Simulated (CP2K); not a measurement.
The system is Bi.

```
Bi
1.0
     3.43194    0.00000    0.00000
    -1.14398    3.23566    0.00000
    -1.14398   -1.61783    2.80217
Bi
1
Direct
  0.00000 0.00000 0.00000
```

This isn't the form of Bi at room conditions, which is rhombohedral.

Base run:

| Item | Value |
| --- | --- |
| Program | CP2K 2026.2 |
| Functional | PBEsol |
| Dispersion | D3(BJ)+ATM |
| Potentials or basis | POTENTIAL_UZH Bi GTH-PBE-q5; TZVP-MOLOPT-PBE-GTH basis |
| Density cutoff | 6123 eV |
| k mesh | 9 × 9 × 9 |
| Occupations | fermi-dirac, width 0.05 eV |
| Spin | no spin polarisation |

Its results: band gap on the k mesh none (metal or under the smearing width); pressure -2.3 GPa.

Problem. After a change of settings the same cell gave: band gap on the k mesh none (metal or under the smearing width); pressure -0.7 GPa. Which change was it?
A. dispersion from D3(BJ)+ATM to none
B. dispersion from D3(BJ)+ATM to rVV10
C. dispersion from D3(BJ)+ATM to D3(BJ)
D. dispersion from D3(BJ)+ATM to D3

Solution. D.

Caveats: the potentials were made for another functional, which shifts forces and pressure; spin-orbit coupling is left out, which moves the levels of the heavy elements; the basis of atomic orbitals isn't converged, which shifts pressures, moduli and gaps; pairwise dispersion overbinds metals, which lowers pressure and volume.
